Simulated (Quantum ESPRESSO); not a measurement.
# GaN (F-43m) in Quantum ESPRESSO: settings compared

Aim: see how the results for GaN move with the level of theory and the settings. Levels: PBE, LDA. Tasks: band structure.

Program: Quantum ESPRESSO 7.5. These are calculated values, not measurements. Logs are shortened: lines on timing, memory, paths and dates and some standing lists are left out, and cuts for length are marked.

**The experiment to reproduce.**

A printed reference work, textbook reports, for a bulk crystal of GaN at 0 K: band gap 3.299 eV (direct).

How close the calculation comes is told below.

**1. Starting point**

It takes space group F-43m (No. 216, cubic). The conventional cell has a = 4.507 Å, b = 4.507 Å, c = 4.507 Å, α = 90.00°, β = 90.00°, γ = 90.00°. Around Ga (site symmetry -43m) lie 4 N at 1.95 Å. N (site symmetry -43m) is surrounded by 4 Ga at 1.95 Å.

The cell is a database's computed one.

**2. Band structure, PBE**

pw.in reads:

```
&CONTROL
  calculation = 'scf'
  prefix = 'pwscf'
  outdir = './tmp'
  pseudo_dir = './pseudo'
  tprnfor = .true.
  tstress = .true.
  disk_io = 'low'
/
&SYSTEM
  ibrav = 0
  A = 3.18693112
  nat = 2
  ntyp = 2
  ecutwfc = 84
  nbnd = 15
  occupations = 'smearing'
  smearing = 'fd'
  degauss = 0.00367493
/
&ELECTRONS
  conv_thr = 4d-10
  electron_maxstep = 120
  mixing_beta = 0.5
/
ATOMIC_SPECIES
Ga    69.7230 Ga.upf
N     14.0070 N.upf
CELL_PARAMETERS alat
   0.0000000000    0.7071067816    0.7071067816
   0.7071067816    0.0000000000    0.7071067816
   0.7071067816    0.7071067816    0.0000000000
ATOMIC_POSITIONS alat
Ga     0.0000000000    0.0000000000    0.0000000000
N      0.3535533908    0.3535533908    0.3535533908
K_POINTS automatic
10 10 10 0 0 0
```

bands.in reads:

```
&CONTROL
  calculation = 'bands'
  prefix = 'pwscf'
  outdir = './tmp'
  pseudo_dir = './pseudo'
  disk_io = 'low'
  verbosity = 'high'
/
&SYSTEM
  ibrav = 0
  A = 3.18693112
  nat = 2
  ntyp = 2
  ecutwfc = 84
  nbnd = 15
  occupations = 'smearing'
  smearing = 'fd'
  degauss = 0.00367493
/
&ELECTRONS
  conv_thr = 1d-08
  electron_maxstep = 120
  mixing_beta = 0.5
  diago_full_acc = .true.
/
ATOMIC_SPECIES
Ga    69.7230 Ga.upf
N     14.0070 N.upf
CELL_PARAMETERS alat
   0.0000000000    0.7071067816    0.7071067816
   0.7071067816    0.0000000000    0.7071067816
   0.7071067816    0.7071067816    0.0000000000
ATOMIC_POSITIONS alat
Ga     0.0000000000    0.0000000000    0.0000000000
N      0.3535533908    0.3535533908    0.3535533908
K_POINTS crystal
60
 0.0000000000  0.0000000000  0.0000000000 1
 0.0625000000  0.0000000000  0.0625000000 1
 0.1250000000  0.0000000000  0.1250000000 1
 0.1875000000  0.0000000000  0.1875000000 1
 0.2500000000  0.0000000000  0.2500000000 1
 0.3125000000  0.0000000000  0.3125000000 1
 0.3750000000  0.0000000000  0.3750000000 1
 0.4375000000  0.0000000000  0.4375000000 1
 0.5000000000  0.0000000000  0.5000000000 1
 0.5000000000  0.0625000000  0.5625000000 1
 0.5000000000  0.1250000000  0.6250000000 1
 0.5000000000  0.1875000000  0.6875000000 1
 0.5000000000  0.2500000000  0.7500000000 1
 0.4375000000  0.3125000000  0.7500000000 1
 0.3750000000  0.3750000000  0.7500000000 1
 0.3375000000  0.3375000000  0.6750000000 1
 0.3000000000  0.3000000000  0.6000000000 1
 0.2625000000  0.2625000000  0.5250000000 1
 0.2250000000  0.2250000000  0.4500000000 1
 0.1875000000  0.1875000000  0.3750000000 1
 0.1500000000  0.1500000000  0.3000000000 1
 0.1125000000  0.1125000000  0.2250000000 1
 0.0750000000  0.0750000000  0.1500000000 1
 0.0375000000  0.0375000000  0.0750000000 1
 0.0000000000  0.0000000000  0.0000000000 1
 0.0625000000  0.0625000000  0.0625000000 1
 0.1250000000  0.1250000000  0.1250000000 1
 0.1875000000  0.1875000000  0.1875000000 1
 0.2500000000  0.2500000000  0.2500000000 1
 0.3125000000  0.3125000000  0.3125000000 1
 0.3750000000  0.3750000000  0.3750000000 1
 0.4375000000  0.4375000000  0.4375000000 1
 0.5000000000  0.5000000000  0.5000000000 1
 0.5250000000  0.4500000000  0.5250000000 1
 0.5500000000  0.4000000000  0.5500000000 1
 0.5750000000  0.3500000000  0.5750000000 1
 0.6000000000  0.3000000000  0.6000000000 1
 0.6250000000  0.2500000000  0.6250000000 1
 0.5833333333  0.2500000000  0.6666666667 1
 0.5416666667  0.2500000000  0.7083333333 1
 0.5000000000  0.2500000000  0.7500000000 1
 0.5000000000  0.2857142857  0.7142857143 1
 0.5000000000  0.3214285714  0.6785714286 1
 0.5000000000  0.3571428571  0.6428571429 1
 0.5000000000  0.3928571429  0.6071428571 1
 0.5000000000  0.4285714286  0.5714285714 1
 0.5000000000  0.4642857143  0.5357142857 1
 0.5000000000  0.5000000000  0.5000000000 1
 0.4821428571  0.4821428571  0.5357142857 1
 0.4642857143  0.4642857143  0.5714285714 1
 0.4464285714  0.4464285714  0.6071428571 1
 0.4285714286  0.4285714286  0.6428571429 1
 0.4107142857  0.4107142857  0.6785714286 1
 0.3928571429  0.3928571429  0.7142857143 1
 0.3750000000  0.3750000000  0.7500000000 1
 0.6250000000  0.2500000000  0.6250000000 1
 0.5937500000  0.1875000000  0.5937500000 1
 0.5625000000  0.1250000000  0.5625000000 1
 0.5312500000  0.0625000000  0.5312500000 1
 0.5000000000  0.0000000000  0.5000000000 1
```

Potentials or basis: PseudoDojo 0.4.1 SR PBE standard.

Launch:

```bash
OMP_NUM_THREADS=1 pw.x -in pw.in > pw.out
OMP_NUM_THREADS=1 pw.x -in bands.in > bands.out
```

pw.out:

```text
This program is part of the open-source Quantum ESPRESSO suite
     for quantum simulation of materials; please cite
[... 9 lines left out ...]
     --------------------
     sticks:   dense  smooth     PW     G-vecs:    dense   smooth      PW
     Sum         847     847    253                16145    16145    2733

     Using Slab Decomposition

     bravais-lattice index     =            0
     lattice parameter (alat)  =       6.0224  a.u.
     unit-cell volume          =     154.4542 (a.u.)^3
     number of atoms/cell      =            2
     number of atomic types    =            2
     number of electrons       =        18.00
     number of Kohn-Sham states=           15
     kinetic-energy cutoff     =      84.0000  Ry
     charge density cutoff     =     336.0000  Ry
     scf convergence threshold =      4.0E-10
     mixing beta               =       0.5000
     number of iterations used =            8  plain     mixing
     Exchange-correlation= PBE
                           (   1   4   3   4   0   0   0)

     celldm(1)=   6.022427  celldm(2)=   0.000000  celldm(3)=   0.000000
     celldm(4)=   0.000000  celldm(5)=   0.000000  celldm(6)=   0.000000

     crystal axes: (cart. coord. in units of alat)
               a(1) = (   0.000000   0.707107   0.707107 )
               a(2) = (   0.707107   0.000000   0.707107 )
               a(3) = (   0.707107   0.707107   0.000000 )

     reciprocal axes: (cart. coord. in units 2 pi/alat)
               b(1) = ( -0.707107  0.707107  0.707107 )
               b(2) = (  0.707107 -0.707107  0.707107 )
               b(3) = (  0.707107  0.707107 -0.707107 )

     PseudoPot. # 1 for Ga read from file:
     Ga.upf
     Pseudo is Norm-conserving + core correction, Zval = 13.0
     Generated using ONCVPSP code by D. R. Hamann
     Using radial grid of 1902 points,  6 beta functions with:
                l(1) =   0
                l(2) =   0
                l(3) =   1
                l(4) =   1
                l(5) =   2
                l(6) =   2

     PseudoPot. # 2 for N  read from file:
     N.upf
     Pseudo is Norm-conserving + core correction, Zval =  5.0
     Generated using ONCVPSP code by D. R. Hamann
     Using radial grid of 1058 points,  4 beta functions with:
                l(1) =   0
                l(2) =   0
                l(3) =   1
                l(4) =   1

     atomic species   valence    mass     pseudopotential
     Ga               13.00    69.72300     Ga( 1.00)
     N                 5.00    14.00700     N ( 1.00)

     24 Sym. Ops. (no inversion) found

   Cartesian axes

     site n.     atom                  positions (alat units)
         1        Ga     tau(   1) = (   0.0000000   0.0000000   0.0000000  )
         2        N      tau(   2) = (   0.3535534   0.3535534   0.3535534  )

     number of k points=    47  Fermi-Dirac smearing, width (Ry)=  0.0037
                       cart. coord. in units 2pi/alat
        k(    1) = (   0.0000000   0.0000000   0.0000000), wk =   0.0020000
        k(    2) = (   0.0707107   0.0707107  -0.0707107), wk =   0.0160000
        k(    3) = (   0.1414214   0.1414214  -0.1414214), wk =   0.0160000
        k(    4) = (   0.2121320   0.2121320  -0.2121320), wk =   0.0160000
        k(    5) = (   0.2828427   0.2828427  -0.2828427), wk =   0.0160000
        k(    6) = (  -0.3535534  -0.3535534   0.3535534), wk =   0.0080000
[... 39 lines left out ...]
        k(   46) = (  -0.0707107  -0.3535534   0.6363961), wk =   0.0480000
        k(   47) = (  -0.7071068   0.2828427   0.0000000), wk =   0.0240000

     Dense  grid:    16145 G-vectors     FFT dimensions: (  36,  36,  36)

     Initial potential from superposition of free atoms

     starting charge      17.9973, renormalised to      18.0000
     Starting wfcs are   13 randomized atomic wfcs +    2 random wfcs

     Self-consistent Calculation

     iteration #  1     ecut=    84.00 Ry     beta= 0.50
     Davidson diagonalization with overlap
     ethr =  1.00E-02,  avg # of iterations =  5.2

     total energy              =    -173.59204276 Ry
     estimated scf accuracy    <       0.51388048 Ry

     iteration #  2     ecut=    84.00 Ry     beta= 0.50
     Davidson diagonalization with overlap
     ethr =  2.85E-03,  avg # of iterations =  2.0

     total energy              =    -173.74232099 Ry
     estimated scf accuracy    <       0.09983523 Ry

     iteration #  3     ecut=    84.00 Ry     beta= 0.50
     Davidson diagonalization with overlap
     ethr =  5.55E-04,  avg # of iterations =  2.0

     negative rho (up, down):  4.582E-07 0.000E+00

     total energy              =    -173.75951994 Ry
     estimated scf accuracy    <       0.00324676 Ry

     iteration #  4     ecut=    84.00 Ry     beta= 0.50
     Davidson diagonalization with overlap
     ethr =  1.80E-05,  avg # of iterations =  4.3

     total energy              =    -173.75980089 Ry
     estimated scf accuracy    <       0.00036571 Ry
[... 40 lines left out ...]
     total energy              =    -173.75981750 Ry
     estimated scf accuracy    <          7.7E-09 Ry

     iteration # 11     ecut=    84.00 Ry     beta= 0.50
     Davidson diagonalization with overlap
     ethr =  1.10E-11,  avg # of iterations =  2.0

     End of self-consistent calculation

          k = 0.0000 0.0000 0.0000 (  1989 PWs)   bands (ev):

    -5.3158  -2.9755  -2.9755  -2.9755  -2.6690  -2.6690  10.5899  10.5899
    10.5899  12.3486  20.9456  20.9456  20.9456  28.2039  29.4302

          k = 0.0707 0.0707-0.0707 (  2004 PWs)   bands (ev):

    -5.2081  -2.9621  -2.9621  -2.9342  -2.6702  -2.6702   9.4978  10.4838
    10.4838  13.1997  20.4431  21.1075  21.1075  28.1129  28.1129

          k = 0.1414 0.1414-0.1414 (  2012 PWs)   bands (ev):
[... 136 lines left out ...]
    -4.3150  -2.8684  -2.7219  -2.7091  -2.6191  -0.7751   4.6848   6.6406
     8.2463  15.1834  18.2333  21.9376  23.7815  24.0156  32.1847

          k =-0.7071 0.0000 0.0000 (  2044 PWs)   bands (ev):

    -4.3128  -2.8961  -2.6784  -2.6784  -2.5940  -0.9189   4.4768   7.8992
     7.8992  13.9720  17.2831  22.3045  24.5496  24.5496  32.3152

          k = 0.2828 0.1414 0.0000 (  2001 PWs)   bands (ev):

    -4.7514  -2.9007  -2.8854  -2.7494  -2.6533  -2.5336   7.2306   9.1249
     9.9142  15.2089  18.8892  21.0103  21.9644  24.5482  28.9519

          k = 0.3536 0.2121-0.0707 (  2005 PWs)   bands (ev):

    -4.5477  -2.8813  -2.8575  -2.7224  -2.6409  -2.0944   5.8806   8.4943
     9.6022  16.0262  18.6154  20.3762  22.1159  25.2889  29.1777

          k =-0.2828-0.4243 0.5657 (  2011 PWs)   bands (ev):
[... 61 lines left out ...]
    -4.3195  -2.8453  -2.7976  -2.6712  -2.6523  -0.7288   4.8124   6.6301
     7.6883  16.9313  18.6649  20.6009  22.3215  25.7471  29.6465

          k =-0.7071 0.2828 0.0000 (  2002 PWs)   bands (ev):

    -4.3091  -2.8411  -2.7943  -2.6677  -2.6410  -0.6662   4.8555   7.0092
     7.0450  16.4390  18.8037  21.3430  21.8052  25.6380  30.4181

     the Fermi energy is    11.4945 ev

!    total energy              =    -173.75981750 Ry
     estimated scf accuracy    <          3.3E-10 Ry
     smearing contrib. (-TS)   =      -0.00000000 Ry
     internal energy E=F+TS    =    -173.75981750 Ry

     The total energy is F=E-TS. E is the sum of the following terms:
     one-electron contribution =     -52.62454475 Ry
     hartree contribution      =      43.67395897 Ry
     xc contribution           =     -48.13491460 Ry
     ewald contribution        =    -116.67431712 Ry

     convergence has been achieved in  11 iterations

     Forces acting on atoms (cartesian axes, Ry/au):

     atom    1 type  1   force =    -0.00000000    0.00000000    0.00000000
     atom    2 type  2   force =     0.00000000    0.00000000   -0.00000000

     Total force =     0.000000     Total SCF correction =     0.000000

     Computing stress (Cartesian axis) and pressure

          total   stress  (Ry/bohr**3)                   (kbar)     P=       51.83
   0.00035231   0.00000000   0.00000000           51.83        0.00        0.00
   0.00000000   0.00035231  -0.00000000            0.00       51.83       -0.00
   0.00000000  -0.00000000   0.00035231            0.00       -0.00       51.83

=------------------------------------------------------------------------------=
   JOB DONE.
=------------------------------------------------------------------------------=
```

It took 13 s on 1 thread of AMD EPYC 9R45 (Zen 5), shared host; peak memory 0.09 GiB.

What came out:

```yaml
Free_energy: -2364.1228 eV
Pressure: 5.2 GPa
Band_gap_on_the_k_mesh: 1.76 eV, direct
Band_gap_along_the_path: 1.76 eV, direct
```

Levels at the corners of the path, in eV from the valence-band top:
```tsv
point	band 7	band 8	band 9	band 10	band 11	band 12
Γ	0.00	0.00	0.00	1.76	10.36	10.36
X	-6.11	-2.69	-2.69	3.38	6.69	11.71
W	-5.68	-3.68	-3.62	6.24	8.40	10.30
K	-5.85	-4.24	-2.16	5.03	7.88	11.08
Γ	0.00	0.00	0.00	1.76	10.36	10.36
L	-7.02	-0.96	-0.96	4.67	8.74	10.40
U	-5.85	-4.24	-2.16	5.03	7.88	11.08
W	-5.68	-3.68	-3.62	6.24	8.40	10.30
L	-7.02	-0.96	-0.96	4.67	8.74	10.40
K	-5.85	-4.24	-2.16	5.03	7.88	11.08
U	-5.85	-4.24	-2.16	5.03	7.88	11.08
X	-6.11	-2.69	-2.69	3.38	6.69	11.71
```

**3. Band structure, PBE, spin-orbit coupling, no magnetisation**

pw.in, as its differences from that of step 2:

```diff
@@ -15,3 +15,3 @@
   ecutwfc = 84
-  nbnd = 15
+  nbnd = 30
   occupations = 'smearing'
@@ -19,2 +19,4 @@
   degauss = 0.00367493
+  noncolin = .true.
+  lspinorb = .true.
 /
```

bands.in, as its differences from that of step 2:

```diff
@@ -14,3 +14,3 @@
   ecutwfc = 84
-  nbnd = 15
+  nbnd = 30
   occupations = 'smearing'
@@ -18,2 +18,4 @@
   degauss = 0.00367493
+  noncolin = .true.
+  lspinorb = .true.
 /
```

Potentials or basis: PseudoDojo 0.4 FR PBE standard.

Launch:

```bash
OMP_NUM_THREADS=1 pw.x -in pw.in > pw.out
OMP_NUM_THREADS=1 pw.x -in bands.in > bands.out
```

Wall time 55 s (1 thread of AMD EPYC 9R45 (Zen 5), shared host); peak memory 0.17 GiB.

It converged, with:

```
Free energy             : -2363.7894 eV
Pressure                : 5.3 GPa
Band gap on the k mesh  : 1.75 eV, direct
Band gap along the path : 1.75 eV, direct
```

Levels at the corners of the path, in eV from the valence-band top:
```
point  band 15  band 16  band 17  band 18  band 19  band 20  band 21  band 22
    Γ     0.00     0.00     0.00     0.00     1.75     1.75    10.13    10.13
    X    -2.72    -2.72    -2.67    -2.67     3.38     3.38     6.69     6.69
    W    -3.71    -3.70    -3.64    -3.60     6.23     6.24     8.39     8.40
    K    -4.27    -4.22    -2.17    -2.16     5.02     5.02     7.88     7.88
    Γ     0.00     0.00     0.00     0.00     1.75     1.75    10.13    10.13
    L    -0.98    -0.98    -0.95    -0.95     4.67     4.67     8.73     8.73
    U    -4.27    -4.22    -2.17    -2.16     5.02     5.02     7.88     7.88
    W    -3.71    -3.70    -3.64    -3.60     6.23     6.24     8.39     8.40
    L    -0.98    -0.98    -0.95    -0.95     4.67     4.67     8.73     8.73
    K    -4.27    -4.22    -2.17    -2.16     5.02     5.02     7.88     7.88
    U    -4.27    -4.22    -2.17    -2.16     5.02     5.02     7.88     7.88
    X    -2.72    -2.72    -2.67    -2.67     3.38     3.38     6.69     6.69
```

**4. Band structure, LDA**

pw.in reads:

```
&CONTROL
  calculation = 'scf'
  prefix = 'pwscf'
  outdir = './tmp'
  pseudo_dir = './pseudo'
  tprnfor = .true.
  tstress = .true.
  disk_io = 'low'
/
&SYSTEM
  ibrav = 0
  nat = 2
  ntyp = 2
  ecutwfc = 84
  nbnd = 15
  occupations = 'smearing'
  smearing = 'fd'
  degauss = 0.00367493
/
&ELECTRONS
  conv_thr = 4d-10
  electron_maxstep = 120
  mixing_beta = 0.5
/
ATOMIC_SPECIES
Ga    69.7230 Ga.upf
N     14.0070 N.upf
CELL_PARAMETERS angstrom
   0.0000000000    2.2535006075    2.2535006075
   2.2535006075    0.0000000000    2.2535006075
   2.2535006075    2.2535006075    0.0000000000
ATOMIC_POSITIONS crystal
Ga     0.0000000000    0.0000000000    0.0000000000
N      0.2500000000    0.2500000000    0.2500000000
K_POINTS automatic
10 10 10 0 0 0
```

bands.in, as its differences from that of step 3:

```diff
@@ -10,3 +10,2 @@
   ibrav = 0
-  A = 3.18693112
   nat = 2
@@ -14,3 +13,3 @@
   ecutwfc = 84
-  nbnd = 30
+  nbnd = 15
   occupations = 'smearing'
@@ -18,4 +17,2 @@
   degauss = 0.00367493
-  noncolin = .true.
-  lspinorb = .true.
 /
@@ -30,9 +27,9 @@
 N     14.0070 N.upf
-CELL_PARAMETERS alat
-   0.0000000000    0.7071067816    0.7071067816
-   0.7071067816    0.0000000000    0.7071067816
-   0.7071067816    0.7071067816    0.0000000000
-ATOMIC_POSITIONS alat
+CELL_PARAMETERS angstrom
+   0.0000000000    2.2535006075    2.2535006075
+   2.2535006075    0.0000000000    2.2535006075
+   2.2535006075    2.2535006075    0.0000000000
+ATOMIC_POSITIONS crystal
 Ga     0.0000000000    0.0000000000    0.0000000000
-N      0.3535533908    0.3535533908    0.3535533908
+N      0.2500000000    0.2500000000    0.2500000000
 K_POINTS crystal
```

Potentials or basis: PseudoDojo 0.4.1 SR LDA standard.

Launch:

```bash
OMP_NUM_THREADS=1 pw.x -in pw.in > pw.out
OMP_NUM_THREADS=1 pw.x -in bands.in > bands.out
```

It took 12 s on 1 thread of AMD EPYC 9R45 (Zen 5), shared host; peak memory 0.09 GiB.

The run converged. Its results:

* Free energy: -2361.2431 eV
* Pressure: -6.8 GPa
* Band gap on the k mesh: 1.77 eV, direct
* Band gap along the path: 1.77 eV, direct

Levels at the corners of the path, in eV from the valence-band top:
```
point  band 5  band 6  band 7  band 8  band 9  band 10  band 11  band 12  band 13  band 14
    Γ  -13.33  -13.33    0.00    0.00    0.00     1.77    10.16    10.16    10.16    17.30
    X  -13.25  -11.40   -6.21   -2.72   -2.72     3.29     6.50    11.51    13.75    13.75
    W  -13.32  -11.12   -5.77   -3.73   -3.68     6.14     8.23    10.18    10.94    15.04
    K  -13.29  -11.24   -5.94   -4.30   -2.19     4.92     7.72    10.89    12.68    13.45
    Γ  -13.33  -13.33    0.00    0.00    0.00     1.77    10.16    10.16    10.16    17.30
    L  -13.28  -11.90   -7.11   -0.98   -0.98     4.56     8.61    10.24    10.24    15.42
    U  -13.29  -11.24   -5.94   -4.30   -2.19     4.92     7.72    10.89    12.68    13.45
    W  -13.32  -11.12   -5.77   -3.73   -3.68     6.14     8.23    10.18    10.94    15.04
    L  -13.28  -11.90   -7.11   -0.98   -0.98     4.56     8.61    10.24    10.24    15.42
    K  -13.29  -11.24   -5.94   -4.30   -2.19     4.92     7.72    10.89    12.68    13.45
    U  -13.29  -11.24   -5.94   -4.30   -2.19     4.92     7.72    10.89    12.68    13.45
    X  -13.25  -11.40   -6.21   -2.72   -2.72     3.29     6.50    11.51    13.75    13.75
```

**5. Overview**

```tsv
level	potentials or basis	spin	form of the LDA correlation	gap on the mesh (eV)	pressure (GPa)
PBE	PseudoDojo 0.4.1 SR PBE standard	off	-	1.76	5.2
PBE	PseudoDojo 0.4 FR PBE standard	SOC, no magnetisation	-	1.75	5.3
LDA	PseudoDojo 0.4.1 SR LDA standard	off	PW92	1.77	-6.8
```

Alike in all rows: task band structure; cell as given; k mesh 10 × 10 × 10; cutoff (eV) 1143; smearing fermi-dirac 0.05 eV.

Absolute energies hang on the potentials; compare differences alone.

**6. How close it comes**

Step 2. A measured gap of GaN is 3.299 eV (direct; 0 K; a printed reference work, textbook); the calculated 1.76 eV misses it by -1.54 eV. Spin-orbit coupling on Ga is left out. The value is that of PBE, without temperature or zero-point motion. Semilocal functionals fall short of measured gaps as a rule. The cell is a database's relaxed one, not the measured one, which moves gaps too.

Step 3. Against the measured gap of GaN, 3.299 eV (direct; 0 K; a printed reference work, textbook), the calculated 1.75 eV is off by -1.54 eV. The value is that of PBE, without temperature or zero-point motion. Semilocal functionals fall short of measured gaps as a rule. The cell is a database's relaxed one, not the measured one, which moves gaps too.

Step 4. A measured gap of GaN is 3.299 eV (direct; 0 K; a printed reference work, textbook); the calculated 1.77 eV misses it by -1.53 eV. Spin-orbit coupling on Ga is left out. The value is that of LDA, without temperature or zero-point motion. Semilocal functionals fall short of measured gaps as a rule. The cell is a database's relaxed one, not the measured one, which moves gaps too.
